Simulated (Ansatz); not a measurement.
**BN at 4 GPa: from Born charge to LO–TO splitting and polaron coupling**

Level of theory: DFT PBEsol, scalar-relativistic, plane waves, PAW (Ansatz 0.2.0). Settings: 420 eV plane-wave cutoff, Γ-centred 12×12×12 mesh, fixed occupations. No spin polarisation. Phonons by linear response, acoustic sum rule imposed.

The cell, relaxed at 4 GPa:
```cif
data_structure
_symmetry_space_group_name_H-M 'F-43m'
_symmetry_Int_Tables_number 216
_cell_length_a 3.5935
_cell_length_b 3.5935
_cell_length_c 3.5935
_cell_angle_alpha 90.000
_cell_angle_beta 90.000
_cell_angle_gamma 90.000
_cell_volume 46.40
loop_
_atom_site_label
_atom_site_type_symbol
_atom_site_symmetry_multiplicity
_atom_site_Wyckoff_symbol
_atom_site_fract_x
_atom_site_fract_y
_atom_site_fract_z
_atom_site_occupancy
B1 B 4 a 0.00000 0.00000 0.00000 1
N1 N 4 c 0.25000 0.25000 0.25000 1
```

Linear response gives ν_TO = 1059.8 cm⁻¹, Born charges ±1.897 e (positive on B) and ε∞ = 4.622. The primitive cell holds 11.601 Å³, and the masses are 10.810 and 14.007 amu.

**Question.** Find ν_LO and the static dielectric constant.

**Answer.** The long-wave field adds a restoring force: ω_LO² − ω_TO² = Z*²e²/(ε_vac ε∞ μV). In these units ν_LO² − ν_TO² = 4.92064×10⁷ Z*²/(μ V ε∞) cm⁻², with μ = m₁m₂/(m₁ + m₂) = 6.101 amu: 541504 cm⁻². So ν_LO = √(1059.8² + 541504) = 1290.2 cm⁻¹, and the run gives 1290.2. Lyddane–Sachs–Teller then gives ε0 = ε∞ (ν_LO/ν_TO)² = 6.85, against 6.85 in the run (it forms both from the same three quantities, so the match checks the arithmetic only). Between ν_TO and ν_LO the dielectric function is negative and an undamped crystal reflects fully: a reststrahlen band from 7.8 to 9.4 μm.

**Question.** What do the Clausius–Mossotti polarisability and the Szigeti charge come to?

**Answer.** With the Lorentz local field, α = (3V/4π)(ε∞ − 1)/(ε∞ + 2) = 1.51 Å³ for the pair, and e_S = 3Z*/(ε∞ + 2) = 0.86 e. The Born charge includes the electrons' response to the dipole's own local field, and e_S takes that enhancement out. The Lorentz field assumes point-like polarisable ions, a poor picture once ε∞ is this large, since the electron clouds then overlap or are shared, so both numbers are formal here.

**Question.** How strongly does a slow electron couple to the LO mode?

**Answer.** For one isotropic parabolic band, Fröhlich's constant is α_F = (1/ε∞ − 1/ε0) √(m* Ry/ħω_LO), with Ry = 13.606 eV, ħω_LO = 160.0 meV and m* in free-electron masses: α_F = 0.0704 × 9.22 × √m* = 0.65 √m*. The band mass isn't part of this run; for m* = 0.1, 0.3 and 1 it gives 0.21, 0.36, 0.65. In weak coupling the polaron lies α_F ħω_LO below the band edge (57 meV at m* = 0.3) with a mass m*(1 + α_F/6); past α_F of about 5 or 6 that expansion fails. A semilocal functional's ε∞ tends to be too large, which taken alone lowers α_F.

Cost: 1 run of about 0.31 core-minutes, on Intel Xeon Platinum 8259CL (Skylake/Cascade Lake) (shared hosts).

Cubic BN combines a stiff covalent network with a strongly polar optical mode. Short sp³ bonds between light atoms put ν_TO at 1059.8 cm⁻¹, and the long-range field lifts the longitudinal branch to 1290.2 cm⁻¹. In diamond, the homopolar analogue, symmetry forbids this splitting. Here the Born charge of 1.897 e drives it, helped by the small reduced mass and compact cell. That charge measures how polarisation follows displacement, including electron flow along the bonds, so it doesn't imply nearly divalent ions.

A large splitting need not mean strong polaron coupling. Electronic screening supplies most of the static dielectric constant, and the stiff lattice adds comparatively little. The high phonon energy lowers α_F further, leaving the coupling weak for all three trial masses. An electron would therefore probably form a large, mobile polaron rather than trap itself through this mode. The conduction-band minimum of cubic BN lies at X, where the mass is anisotropic, so a quantitative coupling constant would have to account for the valley's shape.
